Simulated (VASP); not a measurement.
# K (Im-3m) in VASP: notebook

One crystal, K, is run at these levels: PBEsol, PBE; tasks: relaxation of cell and atoms.

Everything below comes from runs of VASP 6.6.1. Logs are shortened: lines on timing, memory, paths and dates and some standing lists are left out, and cuts for length are marked.

## 1. The structure

The structure is cubic, space group Im-3m (No. 229). Conventional cell: a = 5.225 Å, b = 5.225 Å, c = 5.225 Å, α = 90.00°, β = 90.00°, γ = 90.00°.

## 2. Relaxation of cell and atoms, PBEsol

Contents of INCAR:

```
PREC = Accurate
ENCUT = 600
EDIFF = 1E-7
ISMEAR = 1
SIGMA = 0.1
LREAL = F
LASPH = T
NELM = 80
ALGO = Normal
ISIF = 3
LWAVE = F
LCHARG = F
GGA = PS
IBRION = 2
NSW = 90
EDIFFG = -0.005
```

Contents of KPOINTS:

```
Automatic mesh
0
Gamma
  12 12 12
```

Contents of POSCAR:

```
K                                       
1.0
   -2.6125000000      2.6125000000      2.6125000000
    2.6125000000     -2.6125000000      2.6125000000
    2.6125000000      2.6125000000     -2.6125000000
  K             
     1
Direct
     0.0000000000000000    0.0000000000000000    0.0000000000000000
```

Potentials or basis: VASP PAW PBE potentials, release 64 (K_sv).

On the command line:

```sh
cat potpaw_PBE.64/K_sv/POTCAR > POTCAR
mpirun -np 1 vasp_std > vasp.out
```

OUTCAR:

```text
PREC = Accurate
   ENCUT = 600
   EDIFF = 1E-7
   ISMEAR = 1
   LREAL = F
   LASPH = T
   NELM = 80
   ISIF = 3
   GGA = PS
   IBRION = 2
   NSW = 90
   EDIFFG = -0.005

 ion  position               nearest neighbor table
   1  0.000  0.000  0.000-

  LATTYP: Found a body centered cubic cell.
 ALAT       =     5.2250000000

  Lattice vectors:

 A1 = (  -2.6125000000,   2.6125000000,   2.6125000000)
 A2 = (   2.6125000000,  -2.6125000000,   2.6125000000)
 A3 = (   2.6125000000,   2.6125000000,  -2.6125000000)

Analysis of symmetry for initial positions (statically):
=====================================================================
 Subroutine PRICEL returns:
 Original cell was already a primitive cell.

 Routine SETGRP: Setting up the symmetry group for a
 body centered cubic supercell.

 Subroutine GETGRP returns: Found 48 space group operations
 (whereof 48 operations were pure point group operations)
 out of a pool of 48 trial point group operations.

The static configuration has the point symmetry O_h .

Analysis of symmetry for dynamics (positions and initial velocities):
=====================================================================
 Subroutine PRICEL returns:
 Original cell was already a primitive cell.

 Routine SETGRP: Setting up the symmetry group for a
 body centered cubic supercell.

 Subroutine GETGRP returns: Found 48 space group operations
 (whereof 48 operations were pure point group operations)
 out of a pool of 48 trial point group operations.

The dynamic configuration has the point symmetry O_h .

 Subroutine INISYM returns: Found 48 space group operations
 (whereof 48 operations are pure point group operations),
 and found     1 'primitive' translations

----------------------------------------------------------------------------------------

                                     Primitive cell

  volume of cell :      71.3229

  direct lattice vectors                    reciprocal lattice vectors
    -2.612500000  2.612500000  2.612500000     0.000000000  0.191387560  0.191387560
     2.612500000 -2.612500000  2.612500000     0.191387560  0.000000000  0.191387560
     2.612500000  2.612500000 -2.612500000     0.191387560  0.191387560  0.000000000

  length of vectors
     4.524982735  4.524982735  4.524982735     0.270662883  0.270662883  0.270662883

  position of ions in fractional coordinates (direct lattice)
     0.000000000  0.000000000  0.000000000

  ion indices of the primitive-cell ions
   primitive index   ion index
                 1           1

----------------------------------------------------------------------------------------

 KPOINTS: Automatic mesh

Automatic generation of k-mesh.
 Grid dimensions read from file:
 generate k-points for:   12   12   12

 Generating k-lattice:

  Cartesian coordinates                     Fractional coordinates (reciprocal lattice)
     0.000000000  0.015948963  0.015948963     0.083333333  0.000000000  0.000000000
     0.015948963  0.000000000  0.015948963     0.000000000  0.083333333  0.000000000
     0.015948963  0.015948963  0.000000000     0.000000000  0.000000000  0.083333333

  Length of vectors
     0.022555240  0.022555240  0.022555240

  Shift w.r.t. Gamma in fractional coordinates (k-lattice)
     0.000000000  0.000000000  0.000000000

 Subroutine IBZKPT returns following result:
 ===========================================

 Found     72 irreducible k-points:

 Following reciprocal coordinates:
            Coordinates               Weight
  0.000000  0.000000  0.000000      1.000000
  0.083333  0.000000  0.000000     12.000000
  0.166667  0.000000  0.000000     12.000000
  0.250000  0.000000  0.000000     12.000000
  0.333333  0.000000  0.000000     12.000000
  0.416667  0.000000  0.000000     12.000000
[... 16 lines left out ...]
  0.333333  0.083333  0.083333     24.000000
  0.416667  0.083333  0.083333     12.000000
 [... further k-points ...]
   k-points           NKPTS =     72   k-points in BZ     NKDIM =     72   number of bands    NBANDS=      8
   number of dos      NEDOS =    301   number of ions     NIONS =      1
   total plane-waves  NPLWV =  46656
   dimension x,y,z NGX =    36 NGY =   36 NGZ =   36
   dimension x,y,z NGXF=    72 NGYF=   72 NGZF=   72
   ions per type =               1
   NGX,Y,Z   is equivalent  to a cutoff of  13.23, 13.23, 13.23 a.u.
   NGXF,Y,Z  is equivalent  to a cutoff of  26.45, 26.45, 26.45 a.u.
 SYSTEM =  unknown system
   PREC   = accura    normal or accurate (medium, high low for compatibility)
   ISTART =      0    job   : 0-new  1-cont  2-samecut
   ICHARG =      2    charge: 1-file 2-atom 10-const
   ISPIN  =      1    spin polarized calculation?
   LNONCOLLINEAR =      F non collinear calculations
   LSORBIT =      F    spin-orbit coupling
   LASPH  =      T    aspherical Exc in radial PAW
   ENCUT  =  600.0 eV  44.10 Ry    6.64 a.u.   9.04  9.04  9.04*2*pi/ulx,y,z
   NELM   =     80;   NELMIN=  2; NELMDL= -5     # of ELM steps
   EDIFF  = 0.1E-06   stopping-criterion for ELM
   LREAL  =      F    real-space projection
   EDIFFG = -.5E-02   stopping-criterion for IOM
   NSW    =     90    number of steps for IOM
   IBRION =      2    ionic relax: 0-MD 1-quasi-New 2-CG
   NFREE  =      1    steps in history (QN), initial steepest desc. (CG)
   ISIF   =      3    stress and relaxation
   ISYM   =      2    0-nonsym 1-usesym 2-fastsym
   POTIM  = 0.5000    time-step for ionic-motion
   TEBEG  =    0.0;   TEEND  =   0.0 temperature during run
   PSTRESS=    0.0 pullay stress
   NELECT =       9.0000    total number of electrons
   NUPDOWN=      -1.0000    fix difference up-down
   EMIN   =  10.00;   EMAX   =-10.00  energy-range for DOS
   EFERMI =   0.00;   METHOD = LEGACY
   ISMEAR =     1;   SIGMA  =   0.10  broadening in eV -4-tet -1-fermi 0-gaus
   EFERMI_NEDOS =   21; number of points for ismear=-14 and -15
   IALGO  =     38    algorithm
   IMIX   =      4    mixing-type and parameters
     AMIX     =   0.40;   BMIX     =  1.00
     AMIX_MAG =   1.60;   BMIX_MAG =  1.00
  volume/ion in A,a.u.               =      71.32       481.31
  Fermi-wavevector in a.u.,A,eV,Ry     =   0.821131  1.551714  9.173822  0.674257
  Thomas-Fermi vector in A             =   1.932236
   LORBIT       =      0    0 simple, 1 ext, 2 COOP (PROOUT), +10 PAW based schemes
   GGA     = PS    functional components
   LHFCALC =     F    Hartree Fock is set to
   AEXX    =    0.0000 exact exchange contribution
   IVDW    =     0    specifies the selected vdW correction
   LEPSILON=     F    determine dielectric tensor
   LRPA    =     F    only Hartree local field effects (RPA)
 conjugate gradient relaxation of ions
 non-spin polarized calculation
 Methfessel and Paxton  Order N= 1 SIGMA  =   0.10
  energy-cutoff  :      600.00
  volume of cell :       71.32
 maximum number of plane-waves:      2412
   NGX = 19   NGY = 19   NGZ = 19

--------------------------------------- Ionic step        1  -------------------------------------------

 number of electron       9.0000000 magnetization

 Free energy of the ion-electron system (eV)
  ---------------------------------------------------
  ext. energy  EPLUGINS =         0.00000000
  ---------------------------------------------------
  free energy    TOTEN  =        -1.13195073 eV

  energy without entropy =       -1.13104633  energy(sigma->0) =       -1.13164926

------------------------ aborting loop because EDIFF is reached ----------------------------------------

  FORCE on cell =-STRESS in cart. coord.  units (eV):
  Direction    XX          YY          ZZ          XY          YZ          ZX
  --------------------------------------------------------------------------------------
  -------------------------------------------------------------------------------------
  Total       -0.0093435     -0.0093435     -0.0093435      0.0000000     -0.0000000      0.0000000
  in kB       -0.2098906     -0.2098906     -0.2098906      0.0000000     -0.0000000      0.0000000
  external PRESSURE =      -0.2098906 kB  Pullay stress =       0.0000000 kB
[... 55 lines left out ...]
  energy  without entropy=       -1.1310578043  energy(sigma->0) =       -1.13166060

--------------------------------------- Ionic step        3  -------------------------------------------

 number of electron       9.0000000 magnetization

 Free energy of the ion-electron system (eV)
  ---------------------------------------------------
  ext. energy  EPLUGINS =         0.00000000
  ---------------------------------------------------
  free energy    TOTEN  =        -1.13197768 eV

  energy without entropy =       -1.13107410  energy(sigma->0) =       -1.13167649

 E-fermi :  -0.1067     XC(G=0):  -5.7873

 val. band max:       -0.1237139786   @ k =   0.2500   0.2500   0.0000
 cond. band min:      -0.0572894637   @ k =   0.3333   0.1667   0.0000
 fundamental gap:      0.0664245149
 Fermi energy:        -0.1067186263

 k-point     1 :       0.0000    0.0000    0.0000
  band No.  band energies     occupation
      1     -32.0594      2.00000
      2     -15.5668      2.00000
      3     -15.5668      2.00000
      4     -15.5668      2.00000
      5      -2.2993      2.00000
      6       4.2419      0.00000
      7       4.2419      0.00000
      8       4.2419      0.00000
[... 243 lines left out ...]
 k-point    24 :       0.4167    0.0833    0.0833
  band No.  band energies     occupation
      1     -32.0543      2.00000
      2     -15.6394      2.00000
      3     -15.5960      2.00000
      4     -15.5718      2.00000
      5       0.5327     -0.00000
      6       0.6994     -0.00000
      7       2.6970      0.00000
      8       4.6249      0.00000

 [... further k-points ...]
[... 5 lines left out ...]
  --------------------------------------------------------------------------------------
  -------------------------------------------------------------------------------------
  Total       -0.0002805     -0.0002805     -0.0002805      0.0000000      0.0000000     -0.0000000
  in kB       -0.0063346     -0.0063346     -0.0063346      0.0000000      0.0000000     -0.0000000
  external PRESSURE =      -0.0063346 kB  Pullay stress =       0.0000000 kB
[... 16 lines left out ...]
  FREE ENERGIE OF THE ION-ELECTRON SYSTEM (eV)
  ---------------------------------------------------
  free  energy   TOTEN  =        -1.1319776778 eV

  energy  without entropy=       -1.1310741020  energy(sigma->0) =       -1.13167649

 reached required accuracy - stopping structural energy minimisation
```

It took 36 s on 1 thread of Intel Xeon Platinum 8559C (Emerald Rapids), shared host; peak memory 0.23 GiB.

Results:

```yaml
Free_energy: -1.1320 eV
Relaxed_volume: 70.94 Å³/atom
Relaxed_cell: a = 4.517 Å, b = 4.517 Å, c = 4.517 Å, α = 109.47°, β = 109.47°, γ = 109.47°
Space_group_after_relaxing_to_0.05_Å: Im-3m (No. 229)
Energy_gained_by_relaxing: 0.0 meV/atom
Ionic_steps: 3
Pressure_after_relaxing: 0.0 GPa
Band_gap_on_the_k_mesh: none (metal or under the smearing width)
```

Final structure:
```yaml
crystal:
  lattice:
    - [-2.60779, 2.60779, 2.60779]
    - [2.60779, -2.60779, 2.60779]
    - [2.60779, 2.60779, -2.60779]
  atoms:
    - { symbol: K, position: [0.00000, 0.00000, 0.00000] }
```

Caveat: the PAW data sets were made with another functional, which shifts forces and pressure a little.

## 3. Relaxation of cell and atoms, PBE

Contents of INCAR:

```
  ALGO = Normal
  EDIFF = 1E-6
  EDIFFG = -0.01
  ENCUT = 600
  GGA = PE
  IBRION = 2
  ISIF = 3
  ISMEAR = 1
  LASPH = True
  LCHARG = False
  LREAL = False
  LWAVE = False
  NELM = 80
  NSW = 90
  PREC = Accurate
  SIGMA = 0.1
```

Contents of KPOINTS:

```
k-points
0
Gamma
  12 12 12
```

Contents of POSCAR:

```
K
1.0
   -2.6125000000      2.6125000000      2.6125000000
    2.6125000000     -2.6125000000      2.6125000000
    2.6125000000      2.6125000000     -2.6125000000
K
1
Direct
    0.0000000000      0.0000000000      0.0000000000
```

Potentials or basis: VASP PAW PBE potentials, release 64 (K_sv).

On the command line:

```sh
cat potpaw_PBE.64/K_sv/POTCAR > POTCAR
mpirun -np 1 vasp_std > vasp.out
```

It took 54 s on 1 thread of Intel Xeon Platinum 8488C (Sapphire Rapids), shared host; peak memory 0.23 GiB.

The run converged. Its results:

```
Free energy                            : -1.0459 eV
Relaxed volume                         : 73.44 Å³/atom
Relaxed cell                           : a = 4.569 Å, b = 4.569 Å, c = 4.569 Å, α = 109.47°, β = 109.47°, γ = 109.47°
Space group after relaxing (to 0.05 Å) : Im-3m (No. 229)
Energy gained by relaxing              : 0.9 meV/atom
Ionic steps                            : 3
Pressure after relaxing                : 0.0 GPa
Band gap on the k mesh                 : none (metal or under the smearing width)
```

The path:
| step | energy change (eV) | largest force (eV/Å) | pressure (GPa) | volume (Å³) |
| --- | --- | --- | --- | --- |
| 1 | 0.0000 | 0.0000 | 0.13 | 71.32 |
| 2 | -0.0004 | 0.0000 | 0.09 | 71.92 |
| 3 | -0.0009 | 0.0000 | 0.01 | 73.44 |

Final structure:
```yaml
crystal:
  lattice:
    - [-2.63810, 2.63810, 2.63810]
    - [2.63810, -2.63810, 2.63810]
    - [2.63810, 2.63810, -2.63810]
  atoms:
    - { symbol: K, position: [0.00000, 0.00000, 0.00000] }
```

Levels at points of the mesh, in eV from the Fermi level:
```
           k point  band 2  band 3  band 4  band 5  band 6  band 7
(0.00, 0.00, 0.00)  -15.56  -15.56  -15.56   -2.14    4.31    4.31
(0.50, 0.00, 0.00)  -15.63  -15.59  -15.56    0.46    0.70    3.18
(0.50, 0.50, 0.50)  -15.61  -15.61  -15.61    1.69    1.69    3.50
```

PBE usually gives volumes a little too large and moduli too small. Zero-point motion and thermal expansion aren't in these numbers.

## 4. Relaxation of cell and atoms, PBE

This run uses another cell than the first one, of 73.44 Å³/atom, 1.030 times its volume.

INCAR, as its differences from that of step 3:

```diff
@@ -1,4 +1,4 @@
   ALGO = Normal
-  EDIFF = 1E-6
-  EDIFFG = -0.01
+  EDIFF = 1E-7
+  EDIFFG = -0.005
   ENCUT = 600
```

KPOINTS is that of step 3.

Contents of POSCAR:

```
K                                       
1.0
   -2.6380988311      2.6380988311      2.6380988311
    2.6380988311     -2.6380988311      2.6380988311
    2.6380988311      2.6380988311     -2.6380988311
  K             
     1
Direct
     0.0000000000000000    0.0000000000000000    0.0000000000000000
```

On the command line:

```sh
cat potpaw_PBE.64/K_sv/POTCAR > POTCAR
mpirun -np 1 vasp_std > vasp.out
```

Wall time 78 s (1 thread of Intel Xeon Platinum 8488C (Sapphire Rapids), shared host); peak memory 0.27 GiB.

Results (log left out):

* Free energy: -1.0460 eV
* Relaxed volume: 73.71 Å³/atom
* Relaxed cell: a = 4.575 Å, b = 4.575 Å, c = 4.575 Å, α = 109.47°, β = 109.47°, γ = 109.47°
* Space group after relaxing (to 0.05 Å): Im-3m (No. 229)
* Energy gained by relaxing: 0.0 meV/atom
* Ionic steps: 3
* Pressure after relaxing: 0.0 GPa
* Band gap on the k mesh: none (metal or under the smearing width)

Final structure:
```cif
data_structure
_symmetry_space_group_name_H-M 'P 1'
_symmetry_Int_Tables_number 1
_cell_length_a 4.5748
_cell_length_b 4.5748
_cell_length_c 4.5748
_cell_angle_alpha 109.471
_cell_angle_beta 109.471
_cell_angle_gamma 109.471
_cell_volume 73.71
loop_
_atom_site_label
_atom_site_type_symbol
_atom_site_fract_x
_atom_site_fract_y
_atom_site_fract_z
_atom_site_occupancy
K1 K 0.00000 0.00000 0.00000 1
```

Levels at points of the mesh, in eV from the Fermi level:
| k point | band 1 | band 2 | band 3 | band 4 | band 5 | band 6 | band 7 | band 8 |
| --- | --- | --- | --- | --- | --- | --- | --- | --- |
| (0.00, 0.00, 0.00) | -32.12 | -15.57 | -15.57 | -15.57 | -2.14 | 4.31 | 4.31 | 4.31 |
| (0.50, 0.00, 0.00) | -32.11 | -15.63 | -15.59 | -15.57 | 0.46 | 0.70 | 3.18 | 4.88 |
| (0.50, 0.50, 0.50) | -32.11 | -15.62 | -15.62 | -15.62 | 1.69 | 1.69 | 3.49 | 3.49 |

PBE usually gives volumes a little too large and moduli too small. Zero-point motion and thermal expansion aren't in these numbers.
